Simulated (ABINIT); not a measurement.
Write the native input for ABINIT 10.8.3 (patched build) that does the following.

| Item | Value |
| --- | --- |
| Task | single point |
| Functional | BLYP |
| Potentials or basis | JTH PAW PBE v2.0 |
| Cutoff | 707 eV |
| k mesh | 8 × 8 × 8 |
| Occupations | fermi-dirac, width 0.05 eV |
| Spin | no spin polarisation |
| Fine-grid cutoff | 1306.15 eV |

CdSe:

```
Cd Se
1.0
     0.00000    3.07027    3.07027
     3.07027    0.00000    3.07027
     3.07027    3.07027    0.00000
Cd Se
1 1
Cartesian
  0.0000 0.0000 0.0000
  1.5351 1.5351 1.5351
```

Measurements of this composition are mostly on another form, of space group No. 186.

One way to write it, as run:

run.abi

```
# Pseudopotentials
pp_dirpath "./"
pseudos "Cd.GGA_PBE-JTH.xml, Se.GGA_PBE-JTH.xml"

# Structure
acell 3*1.0
rprim
     0.0000000000     5.8019716937     5.8019716937
     5.8019716937     0.0000000000     5.8019716937
     5.8019716937     5.8019716937     0.0000000000
ntypat 2
znucl 48 34
natom 2
typat 1 2
xred
     0.0000000000     0.0000000000     0.0000000000
     0.2500000000     0.2500000000     0.2500000000

# Plane-wave basis
ecut 26.0
pawecutdg 48.0
pawxcdev 0

# k points
kptopt 1
ngkpt 8 8 8
nshiftk 1
shiftk 0.0 0.0 0.0

# Exchange and correlation
ixc -106131

# Bands and occupations
nband 13
occopt 3
tsmear 0.05 eV

# SCF cycle
nstep 100
tolvrs 1.0e-9

# Output
iomode 3
prtwf 0
prtden 0
prteig 0
prtebands 0
enunit 2
```

Potentials or basis: JTH PAW PBE v2.0.

Command:

```bash
$ abinit run.abi > log 2>&1
```

Results of the run:

* Pressure: 4.0 GPa
* Band gap on the k mesh: 0.46 eV, direct
* Valence electrons inside the program's atomic spheres: Cd 10.45; Se 3.98

Caveat: the PAW data sets were made with another functional, which shifts forces and pressure a little.

Wall time 44 s on 1 thread of Arm Neoverse V1 (shared host), peak memory 0.16 GiB.
